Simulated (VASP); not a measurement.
Set up this calculation in VASP 6.6.1, as the native input.

* Task: relaxation of cell and atoms
* Functional: PBEsol
* Potentials or basis: VASP PAW PBE potentials, release 64 (Sn_d, Se)
* Cutoff: 600 eV
* k mesh: 6 × 6 × 4
* Occupations: gaussian, width 0.02 eV
* Spin: no spin polarisation
* Further INCAR settings: ALGO = Normal; EDIFF = 1e-07; IBRION = 2; EDIFFG = -0.005; NSW = 90; ISIF = 3

The structure of SnSe lies in POSCAR:

```
SnSe
1.0
    4.2853274200      0.0000000000      0.0000000000
    0.0000000000      4.2853274200      0.0000000000
    0.0000000000      0.0000000000     10.9906921300
Sn Se
2 2
Direct
    0.5000000000      0.0000000000      0.3722291100
    0.0000000000      0.5000000000      0.6277708900
    0.5000000000      0.0000000000      0.6160394900
    0.0000000000      0.5000000000      0.3839605100
```

These files were run (other wordings do the same):

INCAR

```
PREC     = Accurate       # precision mode
ENCUT    = 600            # plane-wave cutoff, eV
EDIFF    = 1E-7           # SCF threshold, eV
ISMEAR   = 0              # smearing method
SIGMA    = 0.02           # smearing width, eV
LREAL    = F              # projectors in reciprocal space
LASPH    = T              # aspherical terms in the spheres
NELM     = 80             # most SCF steps
ALGO     = Normal         # electronic algorithm
ISIF     = 3              # what is computed and relaxed
LWAVE    = F              # write WAVECAR
LCHARG   = F              # write CHGCAR
GGA      = PS             # functional
IBRION   = 2              # ionic algorithm
NSW      = 90             # ionic steps
EDIFFG   = -0.005         # ionic threshold
```

KPOINTS

```
Automatic mesh
0
Gamma
  6 6 4
```

Potentials or basis: VASP PAW PBE potentials, release 64 (Sn_d, Se).

Command:

```console
$ cat potpaw_PBE.64/Sn_d/POTCAR potpaw_PBE.64/Se/POTCAR > POTCAR
$ mpirun -np 1 vasp_std > vasp.out
```

Results of the run:

The relaxed volume is 49.31 Å³/atom. The relaxed cell is a = 4.234 Å, b = 4.234 Å, c = 11.004 Å, α = 90.00°, β = 90.00°, γ = 90.00°, the space group after relaxing (to 0.05 Å) is P4/nmm (No. 129) and the energy gained by relaxing is 7.1 meV/atom. The ionic steps are 13 and the band gap on the k mesh is 1.48 eV, indirect (least direct gap 1.53 eV).

Caveat: the PAW data sets were made with another functional, which shifts forces and pressure a little; spin-orbit coupling is left out, which moves the levels of the heavy elements.

Wall time 28 min on 1 thread of Intel(R) Xeon(R) Platinum 8259CL CPU @ 2.50GHz (Skylake/Cascade Lake), with other jobs on the host, peak memory 0.45 GiB.
